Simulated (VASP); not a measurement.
## La2O3: relaxation of cell and atoms with PBEsol

The system is La2O3.

```
La O
1.0
     3.93078    0.00000    0.00000
    -1.96539    3.40415    0.00000
     0.00000    0.00000    6.11195
La O
2 3
Direct
  0.66667 0.33333 0.75376
  0.33333 0.66667 0.24624
  0.66667 0.33333 0.35411
  0.33333 0.66667 0.64589
  0.00000 0.00000 0.00000
```

The cell is a database's computed one.

```json
{"Program": "VASP 6.6.1", "Task": "relaxation of cell and atoms", "Functional": "PBEsol", "Potentials or basis": "VASP PAW PBE potentials, release 64 (La, O)", "Cutoff": "600 eV", "k mesh": "9 × 9 × 4", "Occupations": "gaussian, width 0.02 eV", "Spin": "no spin polarisation", "Further INCAR settings": "ALGO = Normal; EDIFF = 1e-07; IBRION = 2; EDIFFG = -0.005; NSW = 90; ISIF = 3"}
```

```json
{
 "Relaxed volume": "15.92 Å³/atom",
 "Relaxed cell": "a = 3.904 Å, b = 3.904 Å, c = 6.032 Å, α = 90.00°, β = 90.00°, γ = 120.00°",
 "Space group after relaxing (to 0.05 Å)": "P-3m1 (No. 164)",
 "Energy gained by relaxing": "4.4 meV/atom",
 "Ionic steps": "13",
 "Pressure after relaxing": "0.0 GPa",
 "Largest force after relaxing": "0.004 eV/Å",
 "Band gap on the k mesh": "3.80 eV, indirect (least direct gap 3.87 eV)"
}
```

Forces in eV/Å, atoms in the order of the input:
```
La   0.000  0.000 -0.004
La   0.000  0.000  0.004
O    0.000  0.000 -0.004
O    0.000  0.000  0.004
O    0.000  0.000  0.000
```

Step by step:
| step | energy change (eV) | largest force (eV/Å) | pressure (GPa) | volume (Å³) |
| --- | --- | --- | --- | --- |
| 1 | 0.0000 | 0.1029 | -3.30 | 81.78 |
| 2 | 0.0050 | 0.3956 | 3.89 | 77.86 |
| 3 | -0.0203 | 0.1244 | -0.08 | 79.90 |
| 4 | -0.0203 | 0.1290 | -0.01 | 79.86 |
| 5 | -0.0214 | 0.0238 | 0.04 | 79.70 |
| 6 | -0.0215 | 0.0155 | 0.06 | 79.65 |
| 7 | -0.0217 | 0.0174 | -0.07 | 79.70 |
| 8 | -0.0217 | 0.0189 | -0.14 | 79.72 |
| 9 | -0.0218 | 0.0211 | 0.05 | 79.61 |
| 10 | -0.0218 | 0.0152 | 0.01 | 79.63 |
| 11 | -0.0218 | 0.0088 | 0.01 | 79.62 |
| 12 | -0.0218 | 0.0055 | 0.02 | 79.60 |
| 13 | -0.0218 | 0.0039 | 0.02 | 79.60 |

Final structure:
```yaml
crystal:
  lattice:
    - [3.90358, 0.00000, 0.00000]
    - [-1.95179, 3.38060, 0.00000]
    - [0.00000, 0.00000, 6.03205]
  atoms:
    - { symbol: La, position: [0.66667, 0.33333, 0.75475] }
    - { symbol: La, position: [0.33333, 0.66667, 0.24525] }
    - { symbol: O, position: [0.66667, 0.33333, 0.35396] }
    - { symbol: O, position: [0.33333, 0.66667, 0.64604] }
    - { symbol: O, position: [0.00000, 0.00000, 0.00000] }
```

Levels at points of the mesh, in eV from the valence-band top:
```csv
k point,band 18,band 19,band 20,band 21,band 22,band 23
"(0.00, 0.00, 0.00)",-0.42,-0.42,-0.14,4.33,4.59,4.59
"(0.00, 0.00, 0.50)",-0.85,-0.31,-0.31,4.79,4.79,4.80
```

Wall time 11 min on 1 thread of AMD EPYC 9R45 96-Core Processor (Zen 5), with other jobs on the host, peak memory 0.26 GiB.

Caveat: the PAW data sets were made with another functional, which shifts forces and pressure a little; spin-orbit coupling is left out, which moves the levels of the heavy elements; an odd mesh through Γ misses points on the zone boundary, where band edges often lie.
